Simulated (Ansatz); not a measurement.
Nb: levels with and without spin–orbit coupling

```
Nb
1.0
     0.00000    2.11500    2.11500
     2.11500    0.00000    2.11500
     2.11500    2.11500    0.00000
Nb
1
Direct
  0.00000 0.00000 0.00000
```

The cell is COD entry 1534903, as deposited and not checked against the literature; nothing was relaxed.

Levels of theory: DFT, PBE, all-electron LAPW, scalar-relativistic (Ansatz 0.2.0); DFT, PBE, all-electron LAPW, Dirac equation with spin-orbit coupling (Ansatz 0.2.0).

Sampling and basis: a Γ-centred 13×13×13 k mesh, Fermi–Dirac smearing of 0.08 eV, basis error target 0.25 meV/atom, no spin polarisation.

Levels between -4 and 2 eV, each run counted from its own valence-band top where it has a gap, else its Fermi level. Scalar levels are listed once for both spins; with the coupling every spinor state is counted. Levels near the edges of the range can cross them.

At Γ (0.000, 0.000, 0.000) the scalar-relativistic levels are 0.12 (×3). What are they with spin–orbit coupling?

0.09 (×4), 0.20 (×2).

At L (0.500, 0.500, 0.500) the scalar-relativistic levels are -3.78, -0.06 (×2), 1.36. What are they with spin–orbit coupling?

-3.78 (×2), -0.12 (×2), 0.00 (×2), 1.36 (×2).
